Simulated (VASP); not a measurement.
# SiO2 (Quartz): how numerical settings change the zone-centre modes, part 2 of 3

Aim: test the modes of SiO2 (Quartz) against the numerical settings. The starting structure is a measured crystal structure from the Crystallography Open Database.

VASP 6.6.1.

### Step 2. Reference modes (continued)

Level of this step: LDA; plane waves and PAW (Si, O) (VASP).

From OUTCAR (step 2):

```text
ion  position               nearest neighbor table
   1  0.535  0.535  0.000-   5 1.61   6 1.61   8 1.61   9 1.61   2 3.04   2 3.04   3 3.04   3 3.04

  LATTYP: Found a hexagonal cell.
 ALAT       =     4.8736383992
 C/A-ratio  =     1.1028977934

 Subroutine GETGRP returns: Found  6 space group operations
 (whereof  2 operations were pure point group operations)

The static configuration has the point symmetry C_2 .
 The point group associated with its full space group is D_3 .

 Found     24 irreducible k-points:

   k-points           NKPTS =     24   k-points in BZ     NKDIM =     24   number of bands    NBANDS=     33

   dimension x,y,z NGX =    36 NGY =   36 NGZ =   40
   dimension x,y,z NGXF=    72 NGYF=   72 NGZF=   80

   ENCUT  =  520.0 eV  38.22 Ry    6.18 a.u.   9.06  9.06  9.99*2*pi/ulx,y,z

   NELECT =      48.0000    total number of electrons

 k-points in reciprocal lattice and weights: Automatic mesh
   0.00000000  0.00000000  0.00000000       0.007
   0.16666667  0.00000000  0.00000000       0.042
   0.33333333  0.00000000  0.00000000       0.042
   0.50000000  0.00000000  0.00000000       0.021
   0.16666667  0.16666667  0.00000000       0.042
   0.33333333  0.16666667  0.00000000       0.083
   0.33333333  0.33333333  0.00000000       0.014
   0.00000000  0.00000000  0.25000000       0.014
   0.16666667  0.00000000  0.25000000       0.042
[...]
0.33333333  0.16666667  0.50000000       0.083
   0.33333333  0.33333333  0.50000000       0.014

 average (electrostatic) potential at core
       1 -87.9148       2 -87.8823       3 -87.9397       4 -73.3302       5 -73.3052
       6 -73.3369       7 -73.3114       8 -73.3033       9 -73.3310

 E-fermi :   1.2069

 k-point     1 :       0.0000    0.0000    0.0000
  band No.  band energies     occupation
    ...
     20      -0.0170      2.00000
     21       0.0056      2.00000
     22       0.2084      2.00000
     23       0.7411      2.00000
     24       0.7492      2.00000
     25       6.8433      0.00000
     26      10.0533      0.00000
     27      10.0741      0.00000
     28      10.6690      0.00000
     29      10.7039      0.00000
    ...

 k-point     2 :       0.1667    0.0000    0.0000
  band No.  band energies     occupation
    ...
     20      -0.0557      2.00000
     21       0.0008      2.00000
     22       0.1531      2.00000
     23       0.7862      2.00000
     24       0.8217      2.00000
     25       7.2803      0.00000
     26      10.0977      0.00000
     27      10.1541      0.00000
     28      10.6389      0.00000
     29      10.7883      0.00000
    ...

 k-point     3 :       0.3333    0.0000    0.0000
  band No.  band energies     occupation
    ...
     20      -0.0785      2.00000
     21      -0.0042      2.00000
     22       0.2148      2.00000
     23       0.7899      2.00000
     24       0.9421      2.00000
     25       8.3019      0.00000
     26      10.1960      0.00000
     27      10.2258      0.00000
     28      10.7118      0.00000
     29      11.1280      0.00000
    ...

  Total       -0.0901837      0.1041306      0.2505314     -0.1147393      0.1721570     -0.0767709
  in kB       -1.3068106      1.5089090      3.6303374     -1.6626345      2.4946496     -1.1124525
  external PRESSURE =       1.2774786 kB  Pullay stress =       0.0000000 kB

  energy-cutoff  :      520.00
  volume of cell :      110.57
      direct lattice vectors                 reciprocal lattice vectors
     4.873638399  0.000000000  0.000000000     0.205185514  0.118463912  0.000000000
    -2.436819200  4.220694663  0.000000000     0.000000000  0.236927823  0.000000000
     0.000000000  0.000000000  5.375125036     0.000000000  0.000000000  0.186042184

 POSITION                                       TOTAL-FORCE (eV/Angst)
 -----------------------------------------------------------------------------------
      1.30441      2.25930      0.00000         0.009371     -0.019760      0.046149
     -1.13241      1.96139      1.79171        -0.000382     -0.175271     -0.220940
      2.26482      0.00000      3.58342        -0.071558     -0.088869     -0.097688
     -1.10353      3.05572      2.96369         0.104726      0.351166      0.388057
      2.77907      2.48354      0.60473        -0.029322     -0.009992     -0.049265
      0.76128      3.64852      4.77040        -0.031109     -0.003059     -0.030980
      3.19810      0.57218      2.39644         0.001203     -0.009056      0.014779
      0.34225      1.73715      1.18698         0.022607     -0.015738     -0.031623
      1.33329      1.16497      4.18814        -0.005534     -0.029420     -0.018489
 -----------------------------------------------------------------------------------
    total drift:                               -0.000073     -0.000550     -0.000207

  FREE ENERGIE OF THE ION-ELECTRON SYSTEM (eV)
  ---------------------------------------------------
  free  energy   TOTEN  =       -77.9061850081 eV

  energy  without entropy=      -77.9061850081  energy(sigma->0) =      -77.90618501

 Eigenvectors and eigenvalues of the dynamical matrix
 ----------------------------------------------------

   1 f  =   34.437866 THz   216.379493 2PiTHz 1148.723557 cm-1   142.423505 meV
             X         Y         Z           dx          dy          dz
      1.304409  2.259302  0.000000     0.081371   -0.044494    0.259824
     -1.132410  1.961392  1.791708     0.081364    0.044490   -0.259800
      2.264821  0.000000  3.583417     0.004305   -0.000008   -0.000023
     -1.103528  3.055721  2.978689     0.133329    0.332701    0.269294
      2.779071  2.483544  0.604727    -0.024007   -0.015450   -0.008818
      0.761276  3.648518  4.770398    -0.220048    0.310279   -0.278063
      3.198096  0.572177  2.396436    -0.220067   -0.310302    0.278086
      0.342252  1.737151  1.186981    -0.023941    0.015457    0.008769
      1.333291  1.164974  4.188144     0.133312   -0.332669   -0.269268

   2 f  =   34.437866 THz   216.379493 2PiTHz 1148.723557 cm-1   142.423505 meV
             X         Y         Z           dx          dy          dz
      1.304409  2.259302  0.000000    -0.044486    0.029989   -0.149982
     -1.132410  1.961392  1.791708     0.044498    0.029996   -0.150023
      2.264821  0.000000  3.583417     0.000000    0.107055    0.300005
     -1.103528  3.055721  2.978689    -0.106257   -0.207102   -0.165602
      2.779071  2.483544  0.604727     0.423498   -0.049834    0.316015
      0.761276  3.648518  4.770398    -0.128679    0.146274   -0.150414
      3.198096  0.572177  2.396436     0.128645    0.146226   -0.150371
      0.342252  1.737151  1.186981    -0.423501   -0.049832    0.316017
      1.333291  1.164974  4.188144     0.106278   -0.207154   -0.165644

   3 f  =   32.540894 THz   204.460468 2PiTHz 1085.447390 cm-1   134.578264 meV
             X         Y         Z           dx          dy          dz
      1.304409  2.259302  0.000000     0.137228    0.237686    0.000000
     -1.132410  1.961392  1.791708     0.137228   -0.237686   -0.000000
      2.264821  0.000000  3.583417    -0.274456   -0.000000    0.000000
     -1.103528  3.055721  2.978689     0.111322    0.259352    0.222143
      2.779071  2.483544  0.604727    -0.280267    0.033269   -0.222143
      0.761276  3.648518  4.770398     0.168945   -0.226084    0.222143
      3.198096  0.572177  2.396436     0.168945    0.226084   -0.222143
      0.342252  1.737151  1.186981    -0.280267   -0.033269    0.222143
      1.333291  1.164974  4.188144     0.111322   -0.259352   -0.222143

   4 f  =   32.398313 THz   203.564604 2PiTHz 1080.691397 cm-1   133.988596 meV
             X         Y         Z           dx          dy          dz
      1.304409  2.259302  0.000000    -0.090877    0.052468   -0.270084
     -1.132410  1.961392  1.791708     0.090877    0.052468   -0.270084
      2.264821  0.000000  3.583417    -0.000000   -0.104935   -0.270084
     -1.103528  3.055721  2.978689     0.136186    0.272257    0.178934
      2.779071  2.483544  0.604727     0.303875   -0.018188    0.178934
      0.761276  3.648518  4.770398     0.167689   -0.254069    0.178934
      3.198096  0.572177  2.396436    -0.167689   -0.254069    0.178934
      0.342252  1.737151  1.186981    -0.303875   -0.018188    0.178934
      1.333291  1.164974  4.188144    -0.136186    0.272257    0.178934

   5 f  =   32.085240 THz   201.597510 2PiTHz 1070.248412 cm-1   132.693832 meV
             X         Y         Z           dx          dy          dz
      1.304409  2.259302  0.000000    -0.064101    0.228465    0.053260
     -1.132410  1.961392  1.791708     0.064106    0.228466    0.053262
      2.264821  0.000000  3.583417     0.000001    0.339496   -0.106522
     -1.103528  3.055721  2.978689    -0.139573   -0.295377   -0.264129
      2.779071  2.483544  0.604727    -0.020781    0.036200   -0.010241
      0.761276  3.648518  4.770398     0.227755   -0.268454    0.274365
      3.198096  0.572177  2.396436    -0.227756   -0.268456    0.274368
      0.342252  1.737151  1.186981     0.020775    0.036200   -0.010236
      1.333291  1.164974  4.188144     0.139572   -0.295373   -0.264127

   6 f  =   32.085240 THz   201.597510 2PiTHz 1070.248412 cm-1   132.693832 meV
             X         Y         Z           dx          dy          dz
      1.304409  2.259302  0.000000     0.302487   -0.064105   -0.092251
     -1.132410  1.961392  1.791708     0.302486    0.064102    0.092250
      2.264821  0.000000  3.583417     0.191456   -0.000003    0.000001
     -1.103528  3.055721  2.978689    -0.056377   -0.212211   -0.164315
      2.779071  2.483544  0.604727    -0.387953    0.051862   -0.310900
      0.761276  3.648518  4.770398    -0.083300    0.155116   -0.146585
      3.198096  0.572177  2.396436    -0.083296   -0.155112    0.146581
      0.342252  1.737151  1.186981    -0.387954   -0.051863    0.310900
      1.333291  1.164974  4.188144    -0.056380    0.212216    0.164319

   7 f  =   23.724149 THz   149.063223 2PiTHz  791.352423 cm-1    98.115152 meV
             X         Y         Z           dx          dy          dz
      1.304409  2.259302  0.000000     0.405774    0.393336   -0.078494
     -1.132410  1.961392  1.791708    -0.405755    0.393436   -0.078461
      2.264821  0.000000  3.583417    -0.000077   -0.309418    0.156955
     -1.103528  3.055721  2.978689     0.126474   -0.000899   -0.071842
      2.779071  2.483544  0.604727    -0.137335   -0.203401    0.125231
      0.761276  3.648518  4.770398    -0.043465   -0.111555   -0.053387
      3.198096  0.572177  2.396436     0.043489   -0.111602   -0.053415
      0.342252  1.737151  1.186981     0.137336   -0.203399    0.125229
      1.333291  1.164974  4.188144    -0.126423   -0.000904   -0.071816

   8 f  =   23.724149 THz   149.063223 2PiTHz  791.352423 cm-1    98.115152 meV
             X         Y         Z           dx          dy          dz
      1.304409  2.259302  0.000000    -0.075100    0.405813    0.135918
     -1.132410  1.961392  1.791708    -0.075200   -0.405716   -0.135937
      2.264821  0.000000  3.583417     0.627654   -0.000038    0.000019
     -1.103528  3.055721  2.978689    -0.209670   -0.020423    0.103124
      2.779071  2.483544  0.604727    -0.007203    0.009511   -0.010624
      0.761276  3.648518  4.770398    -0.099013   -0.190362   -0.113779
      3.198096  0.572177  2.396436    -0.099003    0.190335    0.113766
      0.342252  1.737151  1.186981    -0.007170   -0.009561    0.010655
      1.333291  1.164974  4.188144    -0.209701    0.020423   -0.103141

   9 f  =   23.072636 THz   144.969649 2PiTHz  769.620305 cm-1    95.420714 meV
             X         Y         Z           dx          dy          dz
      1.304409  2.259302  0.000000    -0.454565    0.262443    0.158931
     -1.132410  1.961392  1.791708     0.454565    0.262443    0.158931
      2.264821  0.000000  3.583417    -0.000000   -0.524887    0.158931
     -1.103528  3.055721  2.978689     0.071238    0.011235   -0.105276
      2.779071  2.483544  0.604727     0.045349    0.056076   -0.105276
      0.761276  3.648518  4.770398    -0.025889   -0.067311   -0.105276
      3.198096  0.572177  2.396436     0.025889   -0.067311   -0.105276
      0.342252  1.737151  1.186981    -0.045349    0.056076   -0.105276
      1.333291  1.164974  4.188144    -0.071238    0.011235   -0.105276

  10 f  =   20.737043 THz   130.294684 2PiTHz  691.713300 cm-1    85.761480 meV
             X         Y         Z           dx          dy          dz
      1.304409  2.259302  0.000000     0.139731    0.009871    0.314762
     -1.132410  1.961392  1.791708    -0.139832    0.009778    0.315126
      2.264821  0.000000  3.583417     0.000030   -0.232284   -0.629888
     -1.103528  3.055721  2.978689     0.122954   -0.077324   -0.142985
      2.779071  2.483544  0.604727     0.212982   -0.022594    0.061522
      0.761276  3.648518  4.770398     0.002333    0.240851    0.081377
    [... 204 further lines ...]
      3.198096  0.572177  2.396436    -0.252379    0.160909   -0.000160
      0.342252  1.737151  1.186981    -0.250528    0.161269    0.001149
      1.333291  1.164974  4.188144    -0.251889    0.158720    0.001198

 ELASTIC MODULI CONTR FROM IONIC RELAXATION (kBar)
 Direction    XX          YY          ZZ          XY          YZ          ZX
 --------------------------------------------------------------------------------
 XX       -2811.3021   -850.8854  -1398.5823     -0.0000    383.2245      0.0000
 YY        -850.8854  -2811.3021  -1398.5823      0.0000   -383.2245     -0.0000
 ZZ       -1398.5823  -1398.5823  -2160.1247      0.0000      0.0000      0.0000
 XY          -0.0000      0.0000      0.0000   -980.2084      0.0000    383.2245
 YZ         383.2245   -383.2245      0.0000      0.0000  -1290.5327     -0.0000
 ZX           0.0000     -0.0000      0.0000    383.2245     -0.0000  -1290.5327
 --------------------------------------------------------------------------------

 total charge
# of ion       s       p       d       tot
------------------------------------------
    1        0.656   1.027   0.000   1.683
    2        0.656   1.027   0.000   1.683
    3        0.656   1.027   0.000   1.683
    4        1.541   3.684   0.000   5.225
    5        1.541   3.684   0.000   5.225
    6        1.541   3.684   0.000   5.225
    7        1.541   3.684   0.000   5.225
    8        1.541   3.684   0.000   5.225
    9        1.541   3.684   0.000   5.225
--------------------------------------------------
tot         11.212  25.187   0.000  36.399

[... 3 further parts left out ...]
```

The last energy, forces, stress and levels in OUTCAR belong to the last displaced cell, not to the cell of POSCAR.

Reference: the zone-centre modes are at the top E (8) 1148.7, A1 (4) 1085.4, A2 (4) 1080.7, E (7) 1070.2 cm⁻¹, at the bottom A1 (2) 337.6, E (2) 254.9, A1 (1) 223.5, E (1) 128.9 cm⁻¹, with 8 more of the listed ones between.

### Step 3. Modes with a 3×3×2 mesh

Against step 2 the input has a 3×3×2 mesh (also changed: KPAR).

File INCAR:

```
SYSTEM = SiO2
PREC = Accurate
ENCUT = 520
EDIFF = 1E-08
NELM = 100
ISMEAR = 0
SIGMA = 0.03
LREAL = .FALSE.
ALGO = Normal
GGA = CA
NBANDS = 33
LORBIT = 11
LWAVE = .FALSE.
LCHARG = .FALSE.
KPAR = 2
IBRION = 6
NFREE = 2
POTIM = 0.015
NSW = 1
ISIF = 2
```

File POSCAR:

```
SiO2
1.0
    4.8736383992      0.0000000000      0.0000000000
   -2.4368191996      4.2206946626      0.0000000000
    0.0000000000      0.0000000000      5.3751250363
Si O
3 6
Direct
    0.5352916155      0.5352916155      0.0000000000
    0.0000000000      0.4647083845      0.3333333333
    0.4647083845      0.0000000000      0.6666666667
    0.1355646674      0.7239852289      0.5541618846
    0.8644353326      0.5884205616      0.1125047820
    0.5884205616      0.8644353326      0.8874952180
    0.7239852289      0.1355646674      0.4458381154
    0.2760147711      0.4115794384      0.2208285513
    0.4115794384      0.2760147711      0.7791714487
```

File KPOINTS:

```
Automatic mesh
0
Gamma
3 3 2
0 0 0
```

Potentials, in the order of the species: Si and O (LDA family, release 64).

Launch:

```bash
mpirun -np 16 vasp_std
```

Output:

```text
[banner, memory and clock lines left out]
running   16 mpi-ranks, on    1 nodes
[...]
[... a notice as in an earlier step ...]

 LDA part: xc-table for (Slater(with rela. corr.)+CA(PZ))
 , standard interpolation
|                                                                             |
|           W    W    AA    RRRRR   N    N  II  N    N   GGGG   !!!           |
|           W    W   A  A   R    R  NN   N  II  NN   N  G    G  !!!           |
|           W    W  A    A  R    R  N N  N  II  N N  N  G       !!!           |
|           W WW W  AAAAAA  RRRRR   N  N N  II  N  N N  G  GGG   !            |
|           WW  WW  A    A  R   R   N   NN  II  N   NN  G    G                |
|           W    W  A    A  R    R  N    N  II  N    N   GGGG   !!!           |
|                                                                             |
|     The number of bands has been changed from the values supplied in        |
|     The orbitals not found in the WAVECAR file will be initialized with     |
[...]
DAV:   3    -0.876058209117E+02   -0.14800E+02   -0.14731E+02   608   0.586E+01
DAV:   4    -0.877363147620E+02   -0.13049E+00   -0.13046E+00   568   0.626E+00
[...]
DAV:  13    -0.779085749060E+02    0.50964E-07   -0.15532E-06   584   0.650E-03    0.300E-03
DAV:  14    -0.779085749409E+02   -0.34928E-07   -0.51990E-08   600   0.118E-03    0.774E-04
DAV:  15    -0.779085749448E+02   -0.38863E-08   -0.49888E-09   432   0.374E-04
   1 F= -.77908575E+02 E0= -.77908575E+02  d E =-.204883E-26
[... from here on, the cycles between the ionic steps are left out ...]
   2 F= -.77903352E+02 E0= -.77903352E+02  d E =-.667911E-25
   3 F= -.77903496E+02 E0= -.77903496E+02  d E =-.417471E-26
   4 F= -.77903130E+02 E0= -.77903130E+02  d E =-.377719E-26
   5 F= -.77903130E+02 E0= -.77903130E+02  d E =-.195951E-24
   6 F= -.77906854E+02 E0= -.77906854E+02  d E =-.119650E-25
   7 F= -.77906916E+02 E0= -.77906916E+02  d E =-.242997E-26
   8 F= -.77904741E+02 E0= -.77904741E+02  d E =-.170389E-26
   9 F= -.77904743E+02 E0= -.77904743E+02  d E =-.584331E-26
  10 F= -.77905733E+02 E0= -.77905733E+02  d E =-.502520E-27
  11 F= -.77905681E+02 E0= -.77905681E+02  d E =-.353388E-25
 Finite differences progress:
  Degree of freedom:   5/  5
  Displacement:        2/  2
  Total:              10/ 10
```

The job ended after 13 s (16 MPI ranks of Intel Xeon 6975P-C (Granite Rapids), shared host; peak memory 2.6 GiB).

From OUTCAR (step 3):

```text
  Total       -0.0916163      0.1026293      0.2478183     -0.1146169      0.1722380     -0.0767652
  in kB       -1.3275705      1.4871545      3.5910224     -1.6608614      2.4958230     -1.1123695
  external PRESSURE =       1.2502021 kB  Pullay stress =       0.0000000 kB

 POSITION                                       TOTAL-FORCE (eV/Angst)
 -----------------------------------------------------------------------------------
      1.30441      2.25930      0.00000         0.009544     -0.019443      0.046142
     -1.13241      1.96139      1.79171        -0.000210     -0.175594     -0.220955
      2.26482      0.00000      3.58342        -0.071894     -0.088852     -0.097681
     -1.10353      3.05572      2.96369         0.104869      0.351120      0.388217
      2.77907      2.48354      0.60473        -0.029378     -0.010141     -0.049426
      0.76128      3.64852      4.77040        -0.031233     -0.003209     -0.030865
      3.19810      0.57218      2.39644         0.001073     -0.008932      0.014655
      0.34225      1.73715      1.18698         0.022566     -0.015581     -0.031495
      1.33329      1.16497      4.18814        -0.005339     -0.029366     -0.018592
 -----------------------------------------------------------------------------------
    total drift:                               -0.000052     -0.000605     -0.000189

  FREE ENERGIE OF THE ION-ELECTRON SYSTEM (eV)
  ---------------------------------------------------
  free  energy   TOTEN  =       -77.9056805666 eV

  energy  without entropy=      -77.9056805666  energy(sigma->0) =      -77.90568057

[... 1 part as in an earlier step ...]

[... 2 further parts left out ...]
[key lines of the parts left out:]
E-fermi :   1.2539
```

The last energy, forces and stress in OUTCAR belong to the last displaced cell, not to that of POSCAR.

With a 3×3×2 mesh the modes are at the top E (8) 1148.7, A1 (4) 1085.4 cm⁻¹, at the bottom A1 (1) 223.5, E (1) 129.2 cm⁻¹, with 12 more of the listed ones between; the largest shift is +0.4 cm⁻¹, in E (2), from the reference.

(Continued in part 3 of 3.)

[Lines on the potential files, build, host, timing and source positions are cut from VASP's logs without a mark.]

[Logs are printed without paths, hosts, clocks, repeated set-up lines and the standing remarks that a program may print on its own settings, such as how far it seeks lower states.]

[Hosts, paths, dates, database ids (printed as entryN), source tags and the programs' standing remarks are cut or masked in the printed files.]
